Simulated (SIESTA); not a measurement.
## In in SIESTA: the effect of functional

In, a slab with vacuum:

```
In
1.0
     3.33927    0.00000    0.00000
    -1.66964    2.89190    0.00000
     0.00000    0.00000   23.20746
In
4
Direct
  0.66667 0.33333 0.32317
  0.33333 0.66667 0.44131
  0.66667 0.33333 0.55869
  0.33333 0.66667 0.67683
```

The slab is cut from a database's or a generator's crystal, which needn't be the stable form of the element.

Alike in all runs:

| Property | Result |
| --- | --- |
| Program | SIESTA 5.4.2 |
| Task | band structure |
| Basis | DZP (energy shift 0.003 Ry; two zetas on semicore shells) |
| Grid cutoff | 500 Ry |
| Energy shift | 0.003 Ry |
| k mesh | 9 × 9 × 1 |
| Occupations | fermi-dirac, width 0.05 eV |
| Spin | no spin polarisation |

```tsv
functional	potentials or basis	largest force (eV/Å)
LDA	PseudoDojo 0.4 standard (LDA files)	0.13
PBEsol	PseudoDojo 0.4 standard (PBEsol files)	0.13
AM05	PseudoDojo 0.4 standard (PBEsol files)	0.14
WC	PseudoDojo 0.4 standard (PBEsol files)	0.13
PBE	PseudoDojo 0.4 standard (PBE files)	0.14
PW91	PseudoDojo 0.4 standard (PBE files)	0.14
revPBE	PseudoDojo 0.4 standard (PBE files)	0.20
RPBE	PseudoDojo 0.4 standard (PBE files)	0.23
BLYP	PseudoDojo 0.4 standard (PBE files)	?
```

Q: What does the run with functional BLYP give?

A: Largest force 0.38 eV/Å.

Caveats: the potentials were made for another functional, which shifts forces and pressure (some runs).
